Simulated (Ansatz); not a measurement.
# ZrS: what the smearing entropy tells about the Fermi level

Method: DFT PBEsol, scalar-relativistic, plane waves, PAW in Ansatz 0.2.0.

```
Zr S
1.0
     0.00000    2.62500    2.62500
     2.62500    0.00000    2.62500
     2.62500    2.62500    0.00000
Zr S
1 1
Direct
  0.00000 0.00000 0.00000
  0.50000 0.50000 0.50000
```

```
plane-wave cutoff : 420 eV
Γ-centred k-mesh  : 14×14×14
spin treatment    : unpolarised
```

The same metal under several smearings of width σ, on one mesh. F is the free energy, TS the smearing's entropy term for the cell of 2 atoms, and E = F + TS. Gaussian occupations are ½ erfc[(ε − μ)/σ], and N counts both spins.

```csv
rule,σ (eV),F − F(narrowest) (meV/atom),TS (meV/cell)
Fermi–Dirac,0.01,0.000,0.786
Fermi–Dirac,0.02,-0.504,2.423
Fermi–Dirac,0.05,-3.219,12.141
Fermi–Dirac,0.2,-45.984,179.674
Gaussian,0.1,-2.043,7.667
Gaussian,0.2,-7.483,28.443
Gaussian,0.5,-43.723,169.843
```

Question: For a density of states N (both spins) that is flat over the smeared range, TS = Nσ²/2 (Gaussian) and (π²/3)Nσ² (Fermi–Dirac). What N does each run give?

Answer:
| rule | σ (eV) | N (states/eV a cell) |
| --- | --- | --- |
| Fermi–Dirac | 0.01 | 2.39 |
| Fermi–Dirac | 0.02 | 1.84 |
| Fermi–Dirac | 0.05 | 1.48 |
| Fermi–Dirac | 0.2 | 1.37 |
| Gaussian | 0.1 | 1.53 |
| Gaussian | 0.2 | 1.42 |
| Gaussian | 0.5 | 1.36 |

Equal entropy needs σ_Gauss = π√(2/3) σ_FD = 2.57 σ_FD, so a Fermi–Dirac width acts like a Gaussian one 2.57 times as large. At moderate widths N lies between 1.42 and 1.84. The drift shows structure in the density of states within the smeared window (a rise with width points to a dip at the Fermi level, a fall to a peak or a steep flank), or a mesh too coarse for the narrower widths. At the narrowest widths only the few mesh levels within σ of μ count, so N can scatter there.

Question: To second order F = E0 − TS/2 and E = E0 + TS/2. How well does E0 = (E + F)/2 undo the smearing?

Answer:
```
       rule  σ (eV) F − E0(narrowest) (meV/atom) (E + F)/2 − E0(narrowest) (meV/atom)
Fermi–Dirac    0.01                         -0.20                                  0.00
Fermi–Dirac    0.02                         -0.70                                 -0.10
Fermi–Dirac    0.05                         -3.42                                 -0.38
Fermi–Dirac     0.2                        -46.18                                 -1.26
   Gaussian     0.1                         -2.24                                 -0.32
   Gaussian     0.2                         -7.68                                 -0.57
   Gaussian     0.5                        -43.92                                 -1.46
```

At Gaussian 0.2 eV the free energy is off by -7.68 meV/atom and the mean by -0.57. What remains is of order σ⁴ plus the mesh error of the narrowest run, which is no exact reference. Forces and stress are derivatives of F, not of E0, so they keep the σ² error.

6 further runs of this set aren't shown, and 1 didn't finish or converge.

Ordered by equivalent width, the inferred density of states falls steadily, and the two smearing rules nearly agree at the broad end, with 1.37 and 1.36 states/eV a cell. That agreement supports a substantial metallic density of states averaged around the Fermi level, but not the sharp enhancement that the value of 2.39 would imply if read literally.

The metallicity fits simple electron counting: sulfur's 3p shell is filled largely at zirconium's expense, yet zirconium keeps d electrons, which partly occupy the 4d t2g-derived bands of the rocksalt lattice. Flat portions of these bands could produce a genuine local maximum near the Fermi level, while their overall width, from d–d overlap and hybridisation with sulfur p states, would keep the broader average moderate. Denser meshes at fixed narrow width would separate such a feature from sampling error. The small residual in the mean energy shows that smearing is largely correctable for total energies, but says nothing about whether stoichiometric rocksalt is the preferred structure.
